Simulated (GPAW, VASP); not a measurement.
Given: the input of a run of VASP 6.6.1 on TaN. 

The input INCAR:

```
PREC = Accurate
ENCUT = 520
EDIFF = 1E-6
ISMEAR = 0
SIGMA = 0.05
LREAL = F
LASPH = T
NELM = 60
ALGO = Normal
ISIF = 2
LWAVE = F
LCHARG = F
ISPIN = 2
MAGMOM = 0.06 0
LORBIT = 11
LMAXMIX = 4
GGA = PS
NBANDS = 19
```

The input KPOINTS:

```
Automatic mesh
0
Gamma
  7 7 7
```

The input POSCAR:

```
TaN
1.0
    0.0000000000      2.1790013100      2.1790013100
    2.1790013100      0.0000000000      2.1790013100
    2.1790013100      2.1790013100      0.0000000000
Ta N
1 1
Direct
    0.5000000000      0.5000000000      0.5000000000
    0.0000000000      0.0000000000      0.0000000000
```

Potentials or basis: VASP PAW PBE potentials, release 64 (Ta_pv, N).

Run with:

```sh
$ cat potpaw_PBE.64/Ta_pv/POTCAR potpaw_PBE.64/N/POTCAR > POTCAR
$ mpirun -np 1 vasp_std > vasp.out
```

Task: Translate it to GPAW 26.7.0 (ASE script). Potentials or basis there: PAW data sets generated for this functional, cutoff 800 eV.

Result: As run (cutoffs and basis follow the program's own potentials, and thresholds, step limits or extra output files can differ):

File run.py:

```python
from ase.dft.bandgap import bandgap
from ase.io import read, write
from ase.units import Bohr, GPa
from gpaw import GPAW, PW, setup_paths
from gpaw.elf import elf_from_dft_calculation

setup_paths.insert(0, '.')

atoms = read('POSCAR')
atoms.set_initial_magnetic_moments([0.06, 0.0])

calc = GPAW(mode=PW(800),
            xc='PBEsol',
            kpts={'size': (7, 7, 7), 'gamma': True},
            occupations={'name': 'methfessel-paxton', 'order': 0, 'width': 0.05},
            nbands=19,
            convergence={'density': 1e-05, 'energy': 1e-05},
            maxiter=150,
            txt='gpaw.txt')
atoms.calc = calc
energy = atoms.get_potential_energy()
forces = atoms.get_forces()
stress = atoms.get_stress()
calc.write('gs.gpw')
write('result.traj', atoms)
print(f'Energy: {energy:.6f} eV')
print('Forces (eV/A):')
print(forces.round(4))
print('Stress (GPa):', (stress / GPa).round(3))
print('Moments:', calc.get_magnetic_moments().round(3))
print('Fermi level:', round(calc.get_fermi_level(), 4), 'eV')
print(f'Gap: {bandgap(calc)[0]:.4f} eV, direct: {bandgap(calc, direct=True)[0]:.4f} eV')

# fields on the real-space grid
write('density.cube', atoms, data=calc.get_pseudo_density() * Bohr**3)
write('potential.cube', atoms, data=calc.get_electrostatic_potential())
write('spin.cube', atoms, data=(calc.get_pseudo_density(spin=0) - calc.get_pseudo_density(spin=1)) * Bohr**3)
write('elf.cube', atoms, data=elf_from_dft_calculation(calc).data)
```

File POSCAR:

```
TaN
1.0
    0.0000000000      2.1790013100      2.1790013100
    2.1790013100      0.0000000000      2.1790013100
    2.1790013100      2.1790013100      0.0000000000
Ta N
1 1
Direct
    0.5000000000      0.5000000000      0.5000000000
    0.0000000000      0.0000000000      0.0000000000
```

Potentials or basis: PAW data sets generated in the run's folder for this functional, pw.

The run is started by

```sh
$ gpaw-setup -f PBEsol N Ta
$ OMP_NUM_THREADS=1 python run.py
```

Both were run:

|  | VASP | GPAW |
| --- | --- | --- |
| Pressure | 5.3 GPa | 4.0 GPa |
| Net moment | 0.00 μB per cell | 0.00 μB per cell |

The potentials hold 16 and 18 valence electrons a cell.

VASP's potentials were made for PBE.

The magnetic state is the one that the start led to; the real crystal's order can differ.

Pressure is positive in compression.
